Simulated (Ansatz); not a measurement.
# TiAl (Pm-3m) in Ansatz: a series of runs

One crystal, TiAl, is run at these levels: PBE; tasks: single point.

Program: Ansatz 0.2.0. These are calculated values, not measurements. Logs are shortened: lines on timing, memory, paths and dates and some standing lists are left out, and cuts for length are marked.

### Step 1. The structure

It takes space group Pm-3m (No. 221, cubic). The conventional cell has a = 3.179 Å, b = 3.179 Å, c = 3.179 Å, α = 90.00°, β = 90.00°, γ = 90.00°. Around Ti (site symmetry m-3m) lie 8 Al at 2.75 Å. Al (site symmetry m-3m) has 8 Ti at 2.75 Å as nearest neighbours.

The cell comes from a database or a generator and needn't be the stable form of this composition.

### Step 2. Single point, PBE, 15.10 Å³/atom (volume scaled by 0.94)

The input, input.yaml:

```yaml
crystal:
  lattice:
    - [3.1141669331, 0.0, 0.0]
    - [0.0, 3.1141669331, 0.0]
    - [0.0, 0.0, 3.1141669331]
  atoms:
    - { symbol: Ti, position: [0.0, 0.0, 0.0] }
    - { symbol: Al, position: [0.5, 0.5, 0.5] }
kpoints:
  mp_grid: { grid: [8, 8, 8] }
scf:
  occupations: { method: fermi_dirac, width: 0.05 }
hamiltonian:
  xc: pbe
  pseudopotentials: { kind: all_electron, lapw: { basis_error: 0.0005 } }
output:
  forces: true
  stress: true
  eigenvalues: true
```

Potentials or basis: all-electron LAPW, scalar-relativistic.

Launch:

```
$ ansatz run input.yaml --threads 1 --pin off --max-ram 3072MiB --backend cpu --events-out ev --progress --plain --runs-dir out
```

Output:

```text
Warning: RAYON_NUM_THREADS=1 ignored (pool sized by the plan → 1); use --threads N
LAPW: plane waves up to 7.820 Å⁻¹, error target 5.0e-4 eV per atom; small_component_spin mean_spin; Al in spheres of 1.224 Å, 11 of its electrons in bands, Dirac shells []; Ti in spheres of 1.473 Å, 12 of its electrons in bands, Dirac shells [] (how accurate: hamiltonian.pseudopotentials.lapw.basis_error, Limitations)
Engine: ansatz 0.2.0, aarch64-unknown-linux-gnu
Pseudopotentials: kind: all_electron
Pseudopotential: Ti, LAPW, valence charge 12, lapw/all_electron/scalar/gaussian/Ti, Koelling and Harmon's equation, gaussian nucleus
Pseudopotential: Al, LAPW, valence charge 11, lapw/all_electron/scalar/gaussian/Al, Koelling and Harmon's equation, gaussian nucleus
Functional definition: PBE
  parameter kappa = 0.804
  parameter beta = 0.06672455060314922
  exchange = pbe_x(kappa = kappa, mu = beta*pi^2/3)
  correlation = pbe_c(beta = beta)
Crystal: 2 atoms, lattice volume = 30.201 Å³
Basis set: ecut = 232.97687718931257 eV, 251 PW (Γ), exchange–correlation at level 2
Bands: 16, of which v1, the nominal top of the filled ones, is band 12 counted from 1 (11 counted from 0)
Symmetry: 48 space group operations
Space group: Pm-3m (ITA 221), of the structure as read, at distance tolerance 3.1e-5 Å
k-points: 35 of 512
Non-local potential: Ti, projectors of the file, none
Non-local potential: Al, projectors of the file, none
Initial density: superposition of atomic densities (chi_scale 0.1, normalization cell, long waves kept (reshape's long-wave potential 0.00 eV rms))
Initial wavefunctions: plane waves of lowest kinetic energy (no species holds an atomic orbital)
Functional: x = pbe(κ = 0.804, μ = 0.2195149727645171), c = pbe(β = 0.06672455060314922)
iter 1 solved again at ethr=3.98e-4 eV; its pass at ethr=1.00e-1 eV (dr2=9.16e-2 eV) is discarded
SCF iter   1: F=—  HF=-29841.473860 eV  |F-HF|=—  |Δ(HF+E_count)|=         —  Δρ=2.07e-2  dr2=9.23e-2  ethr=3.98e-4  ⟨swp⟩=2.9  Hψ=4057  notcnv=0
preconditioner: auto → none  [metal: Δε(μ)=0.106 eV  Ē_g=5.809 eV  σ=0.050 eV  W_gap=0.39  n_scr=6 (ndim 8)  ℏωp=17.9 eV  f_vac=0.000  D(μ)=2.65/eV (n_scr^D=26)  sad-step TF]
SCF iter   2: F=—  HF=-29841.389986 eV  |F-HF|=—  |Δ(HF+E_count)|=   8.39e-2  Δρ=1.46e-2  dr2=9.65e-2  ethr=3.98e-4  ⟨swp⟩=2.7  Hψ=1762  notcnv=0
SCF iter   3: F=—  HF=-29841.345090 eV  |F-HF|=—  |Δ(HF+E_count)|=   4.49e-2  Δρ=7.45e-3  dr2=1.27e-2  ethr=3.98e-4  ⟨swp⟩=2.1  Hψ=1717  notcnv=0
SCF iter   4: F=—  HF=-29841.336423 eV  |F-HF|=—  |Δ(HF+E_count)|=   8.67e-3  Δρ=3.39e-3  dr2=2.64e-3  ethr=5.54e-5  ⟨swp⟩=2.0  Hψ=1580  notcnv=0
iter 5 solved again at ethr=6.01e-7 eV; its pass at ethr=1.15e-5 eV (dr2=1.38e-4 eV) is discarded
SCF iter   5: F=—  HF=-29841.334455 eV  |F-HF|=—  |Δ(HF+E_count)|=         —  Δρ=7.64e-4  dr2=1.38e-4  ethr=6.01e-7  ⟨swp⟩=2.0  Hψ=2696  notcnv=0
the basis was enlarged: its passes take 708.1 KiB over the memory plan, 1 of 1 planned eigensolver slots
SCF iter   6: F=—  HF=-29841.334383 eV  |F-HF|=—  |Δ(HF+E_count)|=   7.18e-5  Δρ=8.99e-5  dr2=1.93e-6  ethr=6.01e-7  ⟨swp⟩=2.0  Hψ=1575  notcnv=0
SCF iter   7: F=-29841.334383 eV  HF=-29841.334383 eV  |F-HF|=8.98e-9  |Δ(HF+E_count)|=   5.08e-7  Δρ=6.10e-6  dr2=8.67e-9  ethr=8.38e-9  ⟨swp⟩=2.0  Hψ=1575  notcnv=0
SCF 1 converged in 7 iterations: F = -29841.334383 eV  dr2 = 8.67e-9
SCF converged after 7 iterations
Free energy (F): -29841.334383 eV
Harris-Foulkes:  -29841.334383 eV  (|F-HF|=8.98e-9)
Internal energy: -29841.313519 eV  (E = F + TS)
E sigma→0 (E₀):  -29841.323951 eV
Entropy (-TS):   -0.020864 eV (-10.432 meV/atom)
Fermi energy:    13.557996 eV
--- Per-component energies (eV) ---
  E_band       = -613.438864
  E_kinetic    = 30083.906915
  E_xc         = -1657.575392
  E_electrostatic = -58267.645041  (all electrons and nuclei)
  E_smearing   = -0.020864  (= −TS)
  E_closure    = 0.000000  (closes the sum)
  E_atoms      = -29830.403974  (free atoms, spherical and without spin; not in F)
  Σ components = -29841.334383   (vs F -29841.334383, Δ=0.00e0)
  Basis errors (estimates in eV, not in F): energy 9.9e-5 per atom: plane waves 8.1e-5 (4.2e-5 summed), levels above the bands 8.3e-30, relativity 4.3e-9, radial functions 1.8e-5, core shells 1.4e-8; eigenvalues (radial functions only) 1.2e-6; not estimated: angular momenta, meshes, grids; target (lapw.basis_error) 5.0e-4; muffin-tin radii Al 1.224 Å, Ti 1.473 Å
--- Forces (eV/Å), atoms counted from 1 ---
  atom   1  Ti    -0.00000000    -0.00000000     0.00000000
  atom   2  Al     0.00000000    -0.00000000    -0.00000000
  max |Σ_I F_I| component: 4.07e-31 eV/Å
--- Stress (GPa, compression-positive) ---
        8.838587       0.000000       0.000000
        0.000000       8.838587       0.000000
        0.000000       0.000000       8.838587
  P = ⅓ Tr σ = 8.8386 GPa (88.386 kbar)
--- Band table (eV; the first three rows and the last of 35) ---
  k-point 0: bands = ["-89.2585", "-50.7143", "-50.7143", "-50.7143", "-43.1843", "-19.3910", "-19.3910", "-19.3910", "4.0066", "11.9636", "11.9636", "15.5116", "15.5116", "15.5116", "18.2725", "18.2725"]
  k-point 1: bands = ["-89.2585", "-50.7149", "-50.7142", "-50.7142", "-43.1813", "-19.4231", "-19.3882", "-19.3882", "4.2685", "11.8236", "12.0830", "15.0990", "15.0990", "15.5436", "17.4026", "18.8705"]
  k-point 2: bands = ["-89.2584", "-50.7165", "-50.7141", "-50.7141", "-43.1742", "-19.4998", "-19.3815", "-19.3815", "5.0295", "11.0701", "12.3986", "14.4110", "14.4110", "15.6225", "16.5623", "20.1400"]
  k-point 34: bands = ["-89.2578", "-50.7177", "-50.7177", "-50.7177", "-43.1270", "-19.5479", "-19.5479", "-19.5479", "10.2655", "10.2655", "10.2655", "14.5465", "16.5989", "16.5989", "16.6513", "16.6513"]
```

Run time: 5.5 s. Hardware: 1 thread of Arm Neoverse V1, shared host; peak memory 0.27 GiB.

What came out:

| Item | Value |
| --- | --- |
| Free energy | -29841.3344 eV |
| Pressure | 8.8 GPa |
| Band gap on the k mesh | none (metal or under the smearing width) |

### Step 3. Single point, PBE, 15.42 Å³/atom (volume scaled by 0.96)

Changes to input.yaml since step 2:

```diff
@@ -2,5 +2,5 @@
   lattice:
-    - [3.1141669331, 0.0, 0.0]
-    - [0.0, 3.1141669331, 0.0]
-    - [0.0, 0.0, 3.1141669331]
+    - [3.1360984087, 0.0, 0.0]
+    - [0.0, 3.1360984087, 0.0]
+    - [0.0, 0.0, 3.1360984087]
   atoms:
```

Potentials or basis: all-electron LAPW, scalar-relativistic.

Launch:

```
$ ansatz run input.yaml --threads 1 --pin off --max-ram 3072MiB --backend cpu --events-out ev --progress --plain --runs-dir out
```

It took 5.6 s on 1 thread of Arm Neoverse V1, shared host; peak memory 0.27 GiB.

The run converged. Its results:

```
Free energy            : -29841.3638 eV
Pressure               : 5.9 GPa
Band gap on the k mesh : none (metal or under the smearing width)
```

### Step 4. Single point, PBE, 15.74 Å³/atom (volume scaled by 0.98)

Changes to input.yaml since step 3:

```diff
@@ -2,5 +2,5 @@
   lattice:
-    - [3.1360984087, 0.0, 0.0]
-    - [0.0, 3.1360984087, 0.0]
-    - [0.0, 0.0, 3.1360984087]
+    - [3.1577273571, 0.0, 0.0]
+    - [0.0, 3.1577273571, 0.0]
+    - [0.0, 0.0, 3.1577273571]
   atoms:
```

Launch:

```
$ ansatz run input.yaml --threads 1 --pin off --max-ram 3072MiB --backend cpu --events-out ev --progress --plain --runs-dir out
```

Run time: 5.6 s. Hardware: 1 thread of Arm Neoverse V1, shared host; peak memory 0.27 GiB.

It converged, with:

```
Free energy            : -29841.3821 eV
Pressure               : 3.2 GPa
Band gap on the k mesh : none (metal or under the smearing width)
```

### Step 5. Single point, PBE, 16.06 Å³/atom

Changes to input.yaml since step 4:

```diff
@@ -2,5 +2,5 @@
   lattice:
-    - [3.1577273571, 0.0, 0.0]
-    - [0.0, 3.1577273571, 0.0]
-    - [0.0, 0.0, 3.1577273571]
+    - [3.179064, 0.0, 0.0]
+    - [0.0, 3.179064, 0.0]
+    - [0.0, 0.0, 3.179064]
   atoms:
```

Launch:

```
$ ansatz run input.yaml --threads 1 --pin off --max-ram 3072MiB --backend cpu --events-out ev --progress --plain --runs-dir out
```

Run time: 5.6 s. Hardware: 1 thread of Arm Neoverse V1, shared host; peak memory 0.27 GiB.

The run converged. Its results:

* Free energy: -29841.3902 eV
* Pressure: 0.8 GPa
* Band gap on the k mesh: none (metal or under the smearing width)

### Step 6. Single point, PBE, 16.39 Å³/atom (volume scaled by 1.02)

Changes to input.yaml since step 5:

```diff
@@ -2,5 +2,5 @@
   lattice:
-    - [3.179064, 0.0, 0.0]
-    - [0.0, 3.179064, 0.0]
-    - [0.0, 0.0, 3.179064]
+    - [3.2001180175, 0.0, 0.0]
+    - [0.0, 3.2001180175, 0.0]
+    - [0.0, 0.0, 3.2001180175]
   atoms:
```

Potentials or basis: all-electron LAPW, scalar-relativistic.

Launch:

```
$ ansatz run input.yaml --threads 1 --pin off --max-ram 3072MiB --backend cpu --events-out ev --progress --plain --runs-dir out
```

Wall time 5.6 s (1 thread of Arm Neoverse V1, shared host); peak memory 0.27 GiB.

It converged, with:

- Free energy: -29841.3891 eV
- Pressure: -1.3 GPa
- Band gap on the k mesh: none (metal or under the smearing width)

### Step 7. Single point, PBE, 16.71 Å³/atom (volume scaled by 1.04)

Changes to input.yaml since step 6:

```diff
@@ -2,5 +2,5 @@
   lattice:
-    - [3.2001180175, 0.0, 0.0]
-    - [0.0, 3.2001180175, 0.0]
-    - [0.0, 0.0, 3.2001180175]
+    - [3.2208985869, 0.0, 0.0]
+    - [0.0, 3.2208985869, 0.0]
+    - [0.0, 0.0, 3.2208985869]
   atoms:
```

Launch:

```
$ ansatz run input.yaml --threads 1 --pin off --max-ram 3072MiB --backend cpu --events-out ev --progress --plain --runs-dir out
```

Run time: 5.6 s. Hardware: 1 thread of Arm Neoverse V1, shared host; peak memory 0.27 GiB.

The run converged. Its results:

| Item | Value |
| --- | --- |
| Free energy | -29841.3796 eV |
| Pressure | -3.3 GPa |
| Band gap on the k mesh | none (metal or under the smearing width) |

### Step 8. Single point, PBE, 17.03 Å³/atom (volume scaled by 1.06)

Changes to input.yaml since step 7:

```diff
@@ -2,5 +2,5 @@
   lattice:
-    - [3.2208985869, 0.0, 0.0]
-    - [0.0, 3.2208985869, 0.0]
-    - [0.0, 0.0, 3.2208985869]
+    - [3.2414144177, 0.0, 0.0]
+    - [0.0, 3.2414144177, 0.0]
+    - [0.0, 0.0, 3.2414144177]
   atoms:
```

Launch:

```
$ ansatz run input.yaml --threads 1 --pin off --max-ram 3072MiB --backend cpu --events-out ev --progress --plain --runs-dir out
```

Wall time 5.6 s (1 thread of Arm Neoverse V1, shared host); peak memory 0.27 GiB.

It converged, with:

```yaml
Free_energy: -29841.3626 eV
Pressure: -5.1 GPa
Band_gap_on_the_k_mesh: none (metal or under the smearing width)
```
